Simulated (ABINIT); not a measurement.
Crystal: SnO2.

```
CELL_PARAMETERS angstrom
5.17526 0.00000 0.00000
0.00000 5.17526 0.00000
0.00000 0.00000 5.17526
ATOMIC_POSITIONS crystal
Sn 0.00000 0.00000 0.00000
Sn 0.50000 0.00000 0.50000
Sn 0.50000 0.50000 0.00000
Sn 0.00000 0.50000 0.50000
O 0.66110 0.83890 0.16110
O 0.83890 0.16110 0.66110
O 0.16110 0.66110 0.83890
O 0.33890 0.33890 0.33890
O 0.66110 0.66110 0.66110
O 0.83890 0.33890 0.16110
O 0.16110 0.83890 0.33890
O 0.33890 0.16110 0.83890
```

Measurements of this composition are mostly on another form, of space group No. 136.

Base run:

| Property | Result |
| --- | --- |
| Program | ABINIT 10.8.3 (patched build) |
| Functional | PBEsol |
| Potentials or basis | JTH PAW PBE v2.0 |
| Cutoff | 626 eV |
| k mesh | 5 × 5 × 5 |
| Occupations | fermi-dirac, width 0.05 eV |
| Spin | no spin polarisation |

Its results: band gap on the k mesh 0.50 eV, indirect (least direct gap 0.56 eV); pressure -7.9 GPa; largest force 0.031 eV/Å.

The run is repeated on the same cell with these changes: functional from PBEsol to LDA; potentials or basis from JTH PAW PBE v2.0 to JTH PAW LDA v2.0. What comes out?

Band gap on the k mesh 0.47 eV, indirect (least direct gap 0.53 eV); pressure -13.2 GPa; largest force 0.051 eV/Å.

Caveats: spin-orbit coupling is left out, which moves the levels of the heavy elements; the PAW data sets were made with another functional, which shifts forces and pressure a little (some runs).
